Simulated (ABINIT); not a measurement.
Crystal: BeS.

```xyz
2
Lattice="0.0000 2.4250 2.4250 2.4250 0.0000 2.4250 2.4250 2.4250 0.0000" Properties=species:S:1:pos:R:3 pbc="T T T"
S     3.6375    3.6375    3.6375
Be    0.0000    0.0000    0.0000
```

Base run:

```yaml
Program: ABINIT 10.8.3 (patched build)
Functional: PBE
Potentials_or_basis: JTH PAW PBE v2.0
Cutoff: 653 eV
k_mesh: 9 × 9 × 9
Occupations: fermi-dirac, width 0.05 eV
Spin: no spin polarisation
```

Its results: band gap on the k mesh 3.20 eV, indirect (least direct gap 5.65 eV); pressure 1.3 GPa.

Problem. The run is repeated on the same cell with these changes: functional from PBE to SCAN. What comes out?

Solution. Band gap on the k mesh 3.67 eV, indirect (least direct gap 6.24 eV); pressure 0.5 GPa.

SCAN gives the wider gap, since meta-GGAs in the generalised Kohn-Sham scheme recover part of the derivative discontinuity.

Caveats: an odd mesh through Γ misses points on the zone boundary, where band edges often lie; the PAW data sets were made with another functional, which shifts forces and pressure a little (some runs).
